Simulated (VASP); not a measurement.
# Ni in VASP: further runs

Runs on Ni. Level: PBE. Tasks: work function.

Everything below comes from runs of VASP 6.6.1. Logs are shortened: lines on timing, memory, paths and dates and some standing lists are left out, and cuts for length are marked.

**1. The slab as given**

The cell holds a slab with vacuum, 6 atoms: a = 2.500 Å, b = 2.500 Å, c = 25.207 Å, α = 90.00°, β = 90.00°, γ = 120.00°.

The slab is cut from a database's or a generator's crystal, which needn't be the stable form of the element.

**2. Work function, PBE, collinear spin, ferromagnetic start**

Input file INCAR:

```
SYSTEM = Ni
  PREC = Accurate
  ENCUT = 520
  EDIFF = 1E-6
  ISMEAR = -1
  SIGMA = 0.05
  LREAL = .FALSE.
  LASPH = .TRUE.
  NELM = 100
  ALGO = Normal
  ISIF = 2
  LWAVE = .FALSE.
  LCHARG = .FALSE.
  ISPIN = 2
  MAGMOM = 1 1 1 1 1 1
  LORBIT = 11
  LMAXMIX = 4
  LDIPOL = .TRUE.
  IDIPOL = 3
  DIPOL = 0.5 0.5 0.500
  GGA = PE
  EFIELD = 0
  LVHAR = .TRUE.
  LVACPOTAV = .TRUE.
```

Input file KPOINTS:

```
Automatic mesh
0
G
  12 12 1
  0 0 0
```

Input file POSCAR:

```
Ni
1.0
    2.5002588676      0.0000000000      0.0000000000
   -1.2501294338      2.1652876954      0.0000000000
    0.0000000000      0.0000000000     25.2072640841
Ni
6
Direct
    0.6666666667      0.3333333333      0.2975332815
    0.3333333333      0.6666666667      0.3785199689
    0.0000000000      0.0000000000      0.4595066563
    0.6666666667      0.3333333333      0.5404933437
    0.3333333333      0.6666666667      0.6214800311
    0.0000000000      0.0000000000      0.7024667185
```

Potentials or basis: VASP PAW PBE potentials, release 64 (Ni).

Launch:

```sh
> cat potpaw_PBE.64/Ni/POTCAR > POTCAR
> mpirun -np 1 vasp_std > vasp.out
```

OUTCAR:

```text
SYSTEM = Ni
   PREC = Accurate
   ENCUT = 520
   EDIFF = 1E-6
   ISMEAR = -1
   LREAL = .FALSE.
   LASPH = .TRUE.
   NELM = 100
   ISIF = 2
   ISPIN = 2
   LORBIT = 11
   GGA = PE

 ion  position               nearest neighbor table
   1  0.667  0.333  0.298-   2 2.50   2 2.50   2 2.50
   2  0.333  0.667  0.379-   3 2.50   1 2.50   1 2.50   3 2.50   3 2.50   1 2.50
   3  0.000  0.000  0.460-   2 2.50   4 2.50   4 2.50   2 2.50   4 2.50   2 2.50
   4  0.667  0.333  0.540-   5 2.50   3 2.50   5 2.50   3 2.50   3 2.50   5 2.50
   5  0.333  0.667  0.621-   6 2.50   4 2.50   4 2.50   6 2.50   6 2.50   4 2.50
   6  0.000  0.000  0.702-   5 2.50   5 2.50   5 2.50

  LATTYP: Found a hexagonal cell.
 ALAT       =     2.5002588676
 C/A-ratio  =    10.0818616867

  Lattice vectors:

 A1 = (   2.5002588676,   0.0000000000,   0.0000000000)
 A2 = (  -1.2501294338,   2.1652876954,   0.0000000000)
 A3 = (   0.0000000000,   0.0000000000,  25.2072640841)

Analysis of symmetry for initial positions (statically):
=====================================================================
 Subroutine PRICEL returns:
 Original cell was already a primitive cell.

 Routine SETGRP: Setting up the symmetry group for a
 hexagonal supercell.

 Subroutine GETGRP returns: Found 12 space group operations
 (whereof  6 operations were pure point group operations)
 out of a pool of 24 trial point group operations.

The static configuration has the point symmetry C_3v.
 The point group associated with its full space group is D_3d.

Analysis of symmetry for dynamics (positions and initial velocities):
=====================================================================
 Subroutine PRICEL returns:
 Original cell was already a primitive cell.

 Routine SETGRP: Setting up the symmetry group for a
 hexagonal supercell.

 Subroutine GETGRP returns: Found 12 space group operations
 (whereof  6 operations were pure point group operations)
 out of a pool of 24 trial point group operations.

The dynamic configuration has the point symmetry C_3v.
 The point group associated with its full space group is D_3d.

Analysis of structural, dynamic, and magnetic symmetry:
=====================================================================
 Subroutine PRICEL returns:
 Original cell was already a primitive cell.

 Routine SETGRP: Setting up the symmetry group for a
 hexagonal supercell.

 Subroutine GETGRP returns: Found 12 space group operations
 (whereof  6 operations were pure point group operations)
 out of a pool of 24 trial point group operations.

The overall configuration has the point symmetry C_3v.
 The point group associated with its full space group is D_3d.

 Subroutine INISYM returns: Found 12 space group operations
 (whereof  6 operations are pure point group operations),
 and found     1 'primitive' translations

----------------------------------------------------------------------------------------

                                     Primitive cell

  volume of cell :     136.4666

  direct lattice vectors                    reciprocal lattice vectors
     2.500258868  0.000000000  0.000000000     0.399958585  0.230916197  0.000000000
    -1.250129434  2.165287695  0.000000000     0.000000000  0.461832394  0.000000000
     0.000000000  0.000000000 25.207264084     0.000000000  0.000000000  0.039671104

  length of vectors
     2.500258868  2.500258868 25.207264084     0.461832394  0.461832394  0.039671104

  position of ions in fractional coordinates (direct lattice)
     0.666666667  0.333333333  0.297533282
     0.333333333  0.666666667  0.378519969
     0.000000000  0.000000000  0.459506656
     0.666666667  0.333333333  0.540493344
     0.333333333  0.666666667  0.621480031
     0.000000000  0.000000000  0.702466718

  ion indices of the primitive-cell ions
   primitive index   ion index
                 1           1
                 2           2
                 3           3
                 4           4
                 5           5
                 6           6

[... 32 lines left out ...]
  0.333333  0.000000  0.000000      6.000000
  0.416667  0.000000  0.000000      6.000000
[... 11 lines left out ...]
  0.333333  0.250000  0.000000     12.000000
  0.333333  0.333333  0.000000      2.000000
   k-points           NKPTS =     19   k-points in BZ     NKDIM =     19   number of bands    NBANDS=     39
   number of dos      NEDOS =    301   number of ions     NIONS =      6
   total plane-waves  NPLWV =  76800
   dimension x,y,z NGX =    20 NGY =   20 NGZ =  192
   dimension x,y,z NGXF=    40 NGYF=   40 NGZF=  384
   ions per type =               6
   NGX,Y,Z   is equivalent  to a cutoff of  13.30, 13.30, 12.66 a.u.
   NGXF,Y,Z  is equivalent  to a cutoff of  26.60, 26.60, 25.33 a.u.
 SYSTEM =  Ni
   PREC   = accura    normal or accurate (medium, high low for compatibility)
   ISTART =      0    job   : 0-new  1-cont  2-samecut
   ICHARG =      2    charge: 1-file 2-atom 10-const
   ISPIN  =      2    spin polarized calculation?
   LNONCOLLINEAR =      F non collinear calculations
   LSORBIT =      F    spin-orbit coupling
   LASPH  =      T    aspherical Exc in radial PAW
   ENCUT  =  520.0 eV  38.22 Ry    6.18 a.u.   4.65  4.65 46.87*2*pi/ulx,y,z
   NELM   =    100;   NELMIN=  2; NELMDL= -5     # of ELM steps
   EDIFF  = 0.1E-05   stopping-criterion for ELM
   LREAL  =      F    real-space projection
   EDIFFG = 0.1E-04   stopping-criterion for IOM
   NSW    =      0    number of steps for IOM
   IBRION =     -1    ionic relax: 0-MD 1-quasi-New 2-CG
   NFREE  =      0    steps in history (QN), initial steepest desc. (CG)
   ISIF   =      2    stress and relaxation
   ISYM   =      2    0-nonsym 1-usesym 2-fastsym
   POTIM  = 0.5000    time-step for ionic-motion
   TEBEG  =    0.0;   TEEND  =   0.0 temperature during run
   PSTRESS=    0.0 pullay stress
   NELECT =      60.0000    total number of electrons
   NUPDOWN=      -1.0000    fix difference up-down
   EMIN   =  10.00;   EMAX   =-10.00  energy-range for DOS
   EFERMI =   0.00;   METHOD = LEGACY
   ISMEAR =    -1;   SIGMA  =   0.05  broadening in eV -4-tet -1-fermi 0-gaus
   EFERMI_NEDOS =   21; number of points for ismear=-14 and -15
   IALGO  =     38    algorithm
   IMIX   =      4    mixing-type and parameters
     AMIX     =   0.40;   BMIX     =  1.00
     AMIX_MAG =   1.60;   BMIX_MAG =  1.00
  volume/ion in A,a.u.               =      22.74       153.49
  Fermi-wavevector in a.u.,A,eV,Ry     =   1.244848  2.352422 21.084236  1.549648
  Thomas-Fermi vector in A             =   2.379097
   LORBIT       =     11    0 simple, 1 ext, 2 COOP (PROOUT), +10 PAW based schemes
   GGA     = PE    functional components
   LHFCALC =     F    Hartree Fock is set to
   AEXX    =    0.0000 exact exchange contribution
   IVDW    =     0    specifies the selected vdW correction
   LEPSILON=     F    determine dielectric tensor
   LRPA    =     F    only Hartree local field effects (RPA)
 spin polarized calculation
  energy-cutoff  :      520.00
  volume of cell :      136.47
 maximum number of plane-waves:      3705
 NGX is ok and might be reduce to    20
   NGX =  9   NGY =  9   NGZ = 93

 number of electron      60.0000016 magnetization       3.9045666

 dipolmoment           0.000000      0.000000      0.000003 electrons x Angstroem

 Free energy of the ion-electron system (eV)
  ---------------------------------------------------
  ext. energy  EPLUGINS =         0.00000000
  ---------------------------------------------------
  free energy    TOTEN  =       -31.53942291 eV

  energy without entropy =      -31.44260866  energy(sigma->0) =      -31.49101579

 E-fermi :   1.9309     XC(G=0):  -7.1163

 val. band max:        1.9295572120   @ k =   0.3333   0.3333   0.0000
 cond. band min:       1.9395938678   @ k =   0.0833   0.0833   0.0000
 fundamental gap:      0.0100366558
 Fermi energy:         1.9308638529

 spin component 1

 k-point     1 :       0.0000    0.0000    0.0000
  band No.  band energies     occupation
      1      -6.7497      1.00000
      2      -6.0711      1.00000
      3      -5.0441      1.00000
      4      -3.8930      1.00000
      5      -3.0712      1.00000
      6      -2.8444      1.00000
[... 787 lines left out ...]
     38       8.7124      0.00000
     39       8.7125      0.00000
 Fermi energy:         1.9308638529

 spin component 2

 k-point     1 :       0.0000    0.0000    0.0000
  band No.  band energies     occupation
      1      -6.7916      1.00000
      2      -6.1112      1.00000
      3      -5.0737      1.00000
      4      -3.8598      1.00000
      5      -2.8529      1.00000
      6      -2.4515      1.00000
[... 787 lines left out ...]
     38       8.9677      0.00000
     39       8.9677      0.00000

------------------------ aborting loop because EDIFF is reached ----------------------------------------

  FORCE on cell =-STRESS in cart. coord.  units (eV):
  Direction    XX          YY          ZZ          XY          YZ          ZX
  --------------------------------------------------------------------------------------
  -------------------------------------------------------------------------------------
  Total       -2.6247508     -2.6247508     -1.7425193      0.0000000     -0.0000000      0.0000000
  in kB      -30.8157235    -30.8157235    -20.4579397      0.0000000     -0.0000000      0.0000000
  external PRESSURE =     -27.3631289 kB  Pullay stress =       0.0000000 kB

 VOLUME and BASIS-vectors are now :
 -----------------------------------------------------------------------------
  energy-cutoff  :      520.00
  volume of cell :      136.47
      direct lattice vectors                 reciprocal lattice vectors
     2.500258868  0.000000000  0.000000000     0.399958585  0.230916197  0.000000000
    -1.250129434  2.165287695  0.000000000     0.000000000  0.461832394  0.000000000
     0.000000000  0.000000000 25.207264084     0.000000000  0.000000000  0.039671104

 POSITION                                       TOTAL-FORCE (eV/Angst)
 -----------------------------------------------------------------------------------
      1.25013      0.72176      7.50000         0.000000      0.000000      0.248660
     -0.00000      1.44353      9.54145         0.000000      0.000000     -0.115793
      0.00000      0.00000     11.58291         0.000000     -0.000000     -0.032609
      1.25013      0.72176     13.62436        -0.000000      0.000000      0.032609
     -0.00000      1.44353     15.66581         0.000000     -0.000000      0.115793
      0.00000      0.00000     17.70726        -0.000000     -0.000000     -0.248660
 -----------------------------------------------------------------------------------
    total drift:                                0.000000     -0.000000      0.000539

  FREE ENERGIE OF THE ION-ELECTRON SYSTEM (eV)
  ---------------------------------------------------
  free  energy   TOTEN  =       -31.5394229137 eV

  energy  without entropy=      -31.4426086620  energy(sigma->0) =      -31.49101579

 vacuum level on the upper side and lower side of the slab         6.943         6.943

 total charge

# of ion       s       p       d       tot
------------------------------------------
    1        0.482   0.369   8.303   9.154
    2        0.487   0.481   8.306   9.274
    3        0.492   0.484   8.307   9.283
    4        0.492   0.484   8.307   9.283
    5        0.487   0.481   8.306   9.274
    6        0.482   0.369   8.303   9.154
--------------------------------------------------
tot          2.921   2.667  49.832  55.421

 magnetization (x)

# of ion       s       p       d       tot
------------------------------------------
    1       -0.008  -0.026   0.699   0.666
    2       -0.007  -0.026   0.722   0.689
    3       -0.007  -0.027   0.685   0.650
    4       -0.007  -0.027   0.685   0.650
    5       -0.007  -0.026   0.722   0.689
    6       -0.008  -0.026   0.699   0.666
--------------------------------------------------
tot         -0.043  -0.159   4.212   4.010
```

Run time: 5.5 min. Hardware: 1 thread of Intel Xeon 6975P-C (Granite Rapids), shared host; peak memory 0.37 GiB.

Results:

```
Free energy                                           : -31.5394 eV
Largest force                                         : 0.249 eV/Å
Band gap on the k mesh                                : none (metal or under the smearing width)
Net moment                                            : 3.90 μB per cell
Site moments                                          : Ni +0.67, +0.69, +0.65 μB
Valence electrons inside the program's atomic spheres : Ni 9.15, 9.27, 9.28
Work function of the upper face                       : 5.01 eV
Work function of the lower face                       : 5.01 eV
```

Forces on the atoms (eV/Å):
```
Ni   0.000  0.000  0.249
Ni   0.000  0.000 -0.116
Ni   0.000  0.000 -0.033
Ni   0.000  0.000  0.033
Ni   0.000  0.000  0.116
Ni   0.000  0.000 -0.249
```

[end of part 1 of 2]
